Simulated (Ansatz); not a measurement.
Computed with DFT PBE, scalar-relativistic, plane waves, PAW (Ansatz 0.2.0). All cells share a 420 eV cutoff and Γ-centred k meshes spaced at most about 0.3 Å⁻¹ (about 0.25 or finer for metals, 2π included). No spin polarisation.

Temperature and zero-point effects are left out.

Compare these two cells of Si2C3, each relaxed at this level.

1. Space group P-6m2 (No. 187), hexagonal, a = 2.767 Å, c = 13.933 Å. Around Si on a site of symmetry 3m lie 3 C at 1.80 Å, 1 C at 1.96 Å and 1 Si at 2.55 Å; around Si on a site of symmetry -6m2 lie 6 C at 2.35 Å, 2 Si at 2.55 Å and 6 Si at 2.77 Å; Si on a second site of symmetry -6m2 is surrounded by 2 C at 1.99 Å; C on its first site is surrounded by 3 C at 1.66 Å and 1 Si at 1.96 Å; C on its second site has 3 C at 1.66 Å and 1 Si at 1.99 Å; 1 more site not described.

2. Space group R-3m (No. 166), trigonal, a = 2.889 Å, c = 18.000 Å. Si is surrounded by 6 C at 2.01–2.05 Å; C on a site of symmetry -3m is surrounded by 6 Si at 2.05 Å; C on a site of symmetry 3m has 1 C at 1.35 Å and 3 Si at 2.01 Å.

Task: Which would you expect to be lower, and how large is the difference?

Result: Cell 2 is lower, by 149 meV/atom. Cell 1 has space group P-6m2 (No. 187), 9.2 Å³/atom and no gap on its mesh; cell 2 has space group R-3m (No. 166), 8.7 Å³/atom and no gap. Counting C atoms around Si (those within 1.25 times the shortest such distance or 1.15 times the sum of covalent radii; the shortest distance is added where it is long for a bond; a slash parts the counts of unlike sites), cell 1 has Si 2/4/6 from 2.3 Å and cell 2 has Si 6. Cell 1 holds Si–Si units of three or more atoms (shortest 2.55 Å) and C–C nets (shortest 1.66 Å); cell 2 holds C–C pairs (shortest 1.35 Å). The denser one is the lower, and pressure would at first widen the difference. Even the lower one lies +0.58 eV/atom against the reference forms of the elements (uncorrected), so neither is stable at this level. Both come from invented guesses.

Cells relaxed within their symmetry can be saddle points.
